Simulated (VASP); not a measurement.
AlNi, 2 atoms in the cell. The typed cell holds 2 atoms: a = 2.881 Å, b = 2.881 Å, c = 2.881 Å, α = 90.00°, β = 90.00°, γ = 90.00°.  The cell isn't the ideal one: atoms moved at random, drawn with an rms of 0.1 Å.

- Program: VASP 6.6.1
- Task: density of states
- Functional: LDA
- Potentials or basis: VASP PAW LDA potentials, release 64 (Ni, Al)
- Cutoff: 520 eV
- k mesh: 7 × 7 × 7
- Occupations: methfessel-paxton, width 0.2 eV
- Spin: non-collinear spin, random start
- Starting moments: [[0.271, 0.284, 0.175], [-0.0, -0.0, -0.0]] μB
- Hubbard terms: Ni d U = 6 eV, J = 1.0 eV
- LDAUTYPE: 2
- Hund's J: 1
- Further INCAR settings: ALGO = Normal; EDIFF = 1.00e-06; NBANDS = 25

Potentials or basis: VASP PAW LDA potentials, release 64 (Ni, Al).

Launch:

```sh
$ python run.py
```

Hardware: 1 thread of Intel(R) Xeon(R) Platinum 8259CL CPU @ 2.50GHz (Skylake/Cascade Lake), on a shared host.

Q: How long does it take, and how much memory?

A: Wall time 5.6 min on 1 thread of Intel(R) Xeon(R) Platinum 8259CL CPU @ 2.50GHz (Skylake/Cascade Lake), with other jobs on the host, peak memory 0.39 GiB. Counts: scf iterations 13, k points 343.
